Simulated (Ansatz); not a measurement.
Zincblende MgO, relaxed with r2SCAN in Ansatz 0.2.0. It is cubic, F-43m (No. 216); conventional cell a = 4.564 Å, 11.88 Å³ an atom. Mg has 4 O at 1.98 Å; O has 4 Mg at 1.98 Å.

The axes x, y and z are those of this cell:
```yaml
crystal:
  lattice:
    - [0.00000, 2.28201, 2.28201]
    - [2.28201, 0.00000, 2.28201]
    - [2.28201, 2.28201, 0.00000]
  atoms:
    - { symbol: Mg, position: [0.00000, 0.00000, 0.00000] }
    - { symbol: O, position: [0.25000, 0.25000, 0.25000] }
```

Unstrained: With PBE the gap is 3.657 eV and direct, at Γ. The r2SCAN gap is direct at Γ: 4.336 eV. HSE06 gives a direct gap of 5.268 eV at Γ. Meshes: PBE 10×10×10, r2SCAN 10×10×10, HSE06 6×6×6. Strains are changes of length per length, and xy shears are angles. After each strain the atoms were relaxed again with r2SCAN within the symmetry that the strain leaves, so tilts or polar shifts that break it weren't tested; points keep the names that they have in the unstrained zone. Spin-unpolarised throughout. Whether this structure exists isn't addressed.

(1) One strain changed the r2SCAN stress by xx -11.68, yy -11.68, zz -11.68 GPa (compression positive) and the gap by -0.628 eV (PBE), -0.665 eV (r2SCAN), -0.705 eV (HSE06). Which kind of strain was it, and roughly how large?

(2) Apply xy shear, engineering strain (angle) +5.0 %. How far does the gap move, against the unstrained cell?

(3) One strain changed the r2SCAN stress by xx +8.17, yy +8.17, zz +8.17, xy -4.10, xz -4.10, yz -4.10 GPa (compression positive) and the gap by +0.151 eV (PBE), +0.166 eV (r2SCAN). Which kind of strain was it, and roughly how large?

(4) Estimate what uniaxial +2.0 % along z, other directions held does to the gap.

(5) Estimate what epitaxial +0.5 % in the xy plane, free normal strain -0.71 % does to the gap.

Answers

(1) Isotropic +4.0 % on every length. The pattern of the stress gives the kind; the size needs the stiffness, so it is an estimate.

(2) PBE: the gap goes from 3.657 to 3.496 eV (-0.161 eV); with r2SCAN the top three valence levels at Γ, degenerate before, become 1+1+1 from the top over 272 meV. r2SCAN: the gap goes from 4.336 to 4.173 eV (-0.163 eV). HSE06: the gap goes from 5.268 to 5.107 eV (-0.161 eV). The r2SCAN energy rises by 8.1 meV an atom.

(3) Epitaxial -4.0 % in the plane normal to [111], free normal strain +2.23 %. The pattern of the stress gives the kind; the size needs the stiffness, so it is an estimate.

(4) PBE: the gap goes from 3.657 to 3.529 eV (-0.128 eV); with r2SCAN the top three valence levels at Γ, degenerate before, become 2+1 from the top over 44 meV. r2SCAN: the gap goes from 4.336 to 4.200 eV (-0.136 eV); least and direct gap lie within 0.04 eV, so its kind isn't settled. HSE06: the gap goes from 5.268 to 5.128 eV (-0.140 eV). The r2SCAN energy rises by 2.3 meV an atom.

(5) PBE: the gap goes from 3.657 to 3.624 eV (-0.033 eV); with r2SCAN the top three valence levels at Γ, degenerate before, become 1+2 from the top over 25 meV. r2SCAN: the gap goes from 4.336 to 4.302 eV (-0.034 eV). HSE06: the gap goes from 5.268 to 5.233 eV (-0.035 eV). The r2SCAN energy rises by 0.2 meV an atom.

The meshes of the hybrids are coarse, so their gaps aren't converged to the digits shown.

The splittings at Γ are without spin-orbit coupling, which regroups them where it is of like size or larger.
